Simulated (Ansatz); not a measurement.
Cu under pressure: fit and missing row

Cu, Fm-3m, a = 3.630 Å. Ansatz: PBE, PAW, 420 eV, Γ-centred 20×20×20 mesh on 1 atom, Gaussian smearing 0.10 eV; no spin polarisation. Cell and atoms are relaxed at each pressure, and no other structure is tried, so the rows at high pressure may lie past a change of phase.

| V (Å³/atom) | P (GPa) |
| --- | --- |
| 9.980 | 40.00 |
| 10.730 | 20.00 |
| 11.250 | 10.00 |
| 11.567 | 5.06 |
| 11.793 | 2.00 |
| 11.956 | 0.00 |
| ? | -1.99 |

Question: Take V0 = 11.956 Å³/atom, fit the third-order Birch–Murnaghan form to the other rows, and predict the missing volume.

Answer: With the Eulerian strain f = ½[(V0/V)^(2/3) − 1] and y = P/[3f(1 + 2f)^(5/2)], the form is the line y = B0 + 1.5 B0 (B0′ − 4) f. Rows (f, y): 0.06399, 154.2; 0.03740, 148.8; 0.02071, 145.4; 0.01115, 143.2; 0.00460, 141.6. Means f = 0.02757, y = 146.64; Σ(Δf)² = 0.002267, ΣΔfΔy = 0.4773; the slope is their ratio. y = 140.8 + 210.5 f GPa, so B0 = 140.8 GPa and B0′ = 4 + 2 × (210.5)/(3 × 140.8) = 5.00. P = -1.99 GPa is met at f = -0.00486 (y = 139.78), so V = V0 (1 + 2f)^(−3/2) = 12.133 Å³/atom. The run gave 12.133 Å³/atom, the same to the digits shown.